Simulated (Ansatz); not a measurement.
# Two Ansatz runs on TiAl

The cell is COD entry 1532769, as deposited and not checked against the literature; nothing was relaxed.

First run: DFT, r2SCAN, PAW with Ansatz's default frozen-core files, scalar-relativistic (Ansatz 0.2.0).

Command: `ansatz run input.yaml --threads 1 --pin off --max-ram 2048MiB --backend cpu --events-out ev --progress --plain --runs-dir out` The run took 15 s on 1 thread of Arm Neoverse V1, on a shared host, peak memory 0.43 GiB.

```yaml
crystal:
  lattice:
    - [2.8373, 0.0, 0.0]
    - [0.0, 2.8373, 0.0]
    - [0.0, 0.0, 4.0591]
  atoms:
    - { symbol: Ti, position: [0.0, 0.0, 0.0] }
    - { symbol: Al, position: [0.5, 0.5, 0.5] }
kpoints:
  mp_grid: { grid: [12, 12, 8] }
  band_path:
    path:
      - [0.0, 0.0, 0.0]
      - [0.0, 0.5, 0.0]
      - [0.5, 0.5, 0.0]
      - [0.0, 0.0, 0.0]
      - [0.0, 0.0, 0.5]
      - [0.0, 0.5, 0.5]
      - [0.5, 0.5, 0.5]
      - [0.0, 0.0, 0.5]
      - [0.0, 0.5, 0.0]
    npoints: 5
scf:
  occupations: { method: fermi_dirac, width: 0.05 }
hamiltonian:
  xc: r2scan
  pseudopotentials: { kind: paw }
output:
  forces: true
  stress: true
  eigenvalues: true
  efg: { contact_densities: true }
```

Result: converged; pressure -2.06 GPa; 7 SCF iterations.

Spin polarisation is left out, and whether a magnetic state lies lower isn't shown here.

The input is then changed:

```diff
@@ -8,5 +8,5 @@
     - { symbol: Al, position: [0.5, 0.5, 0.5] }
 kpoints:
-  mp_grid: { grid: [12, 12, 8] }
+  mp_grid: { grid: [12, 12, 8], shift: [0.5, 0.5, 0.5] }
   band_path:
     path:
@@ -31,3 +31,9 @@
   eigenvalues: true
   efg: { contact_densities: true }
+  write_density: true
+  write_potential: true
+  elf: true
+  volumetric_format: npy
+basis:
+  ecutwfc: "40.4 Ry"
```

Q: What does the second run give?

A: It converged; energy at zero smearing +2.9 meV/atom from the first run; pressure -1.99 GPa; 7 SCF iterations.

The results part of its log:

```
SCF 1 converged in 7 iterations: F = -3045.686315 eV  dr2 = 1.61e-9
  greatest PAW one-centre occupation: 1.001 electrons in one spin orbital (limit 2), on the Ti atom at site 0 (counted from 0), in its partial waves of l = 1
NSCF: frozen V_eff on 41 k-points
SCF converged after 7 iterations
Free energy (F): -3045.686315 eV
Harris-Foulkes:  -3045.686315 eV  (|F-HF|=2.66e-10)
Internal energy: -3045.671327 eV  (E = F + TS)
E sigma→0 (E₀):  -3045.678821 eV
Entropy (-TS):   -0.014988 eV (-7.494 meV/atom)
Fermi energy:    10.909139 eV
--- Per-component energies (eV) ---
  E_band       = -180.151290
  E_kinetic    = 296.448526
  E_local      = -1075.073409  (includes V_loc(G=0)·N_el)
  E_nonlocal   = 17.803679
  E_hartree    = 459.525042
  E_xc         = -130.044295
  E_vxc        = -164.433569  (∫ρ·V_xc dr)
  E_paw        = -1530.436910  (= ΣΔE_a)
  E_vpaw       = -184.271173  (= ΣTr[D̂ρ^β])
  E_aug_tail   = 0.000017  (compensation charges beyond the density's cutoff)
  E_vtau       = 10.325070  (kinetic-family band-sum trace: ∫τ·v_τ [+ j·A + Jᵃ·Aᵃ] dr)
  E_ewald      = -1083.580411
  E_core_change = -0.313565  (= ΣΔE_core)
  E_smearing   = -0.014988  (= −TS)
  E_closure    = 0.000000  (closes the sum)
  Σ components = -3045.686315   (vs F -3045.686315, Δ=0.00e0)
--- Forces (eV/Å), atoms counted from 1 ---
  atom   1  Ti     0.00000000     0.00000000     0.00000000
  atom   2  Al     0.00000000     0.00000000     0.00000000
  max |Σ_I F_I| component: 8.01e-32 eV/Å
--- Stress (GPa, compression-positive) ---
       -2.370642       0.000000       0.000000
        0.000000      -2.370642       0.000000
        0.000000       0.000000      -1.223709
  P = ⅓ Tr σ = -1.9883 GPa (-19.883 kbar)
--- PAW observables at the nuclei: V_zz in 10²¹ V/m², potentials from the cell's mean, atoms counted from 1 ---
  atom   1  Ti V_zz =    +2.870899   η = 0.0000   by run symmetry: allowed
            electrostatic potential = -2528.711849 V   contact ρ = 56722.581079 e/Å³
  atom   2  Al V_zz =    -2.419400   η = 0.0000   by run symmetry: allowed
            electrostatic potential = -1232.483854 V   contact ρ = 10066.597769 e/Å³
--- Band table (eV; the first three rows and the last of 84) ---
  k-point 0: bands = ["-48.1090", "-23.4662", "-23.0081", "-23.0070", "1.4370", "8.8057", "9.9809", "10.5423", "13.1492", "13.3269", "14.4500", "17.5971"]
  k-point 1: bands = ["-48.1088", "-23.4713", "-23.0079", "-23.0068", "1.7311", "7.7164", "10.0324", "11.0658", "13.0201", "13.1747", "14.4562", "18.4845"]
  k-point 2: bands = ["-48.1085", "-23.4785", "-23.0076", "-23.0066", "2.2660", "6.4678", "10.1085", "11.4786", "12.8506", "12.9724", "14.4643", "18.9296"]
  k-point 83: bands = ["-47.9986", "-23.4048", "-23.4038", "-23.3690", "8.1940", "8.4265", "8.5774", "12.6904", "13.2540", "13.9458", "14.2739", "14.6286"]
```
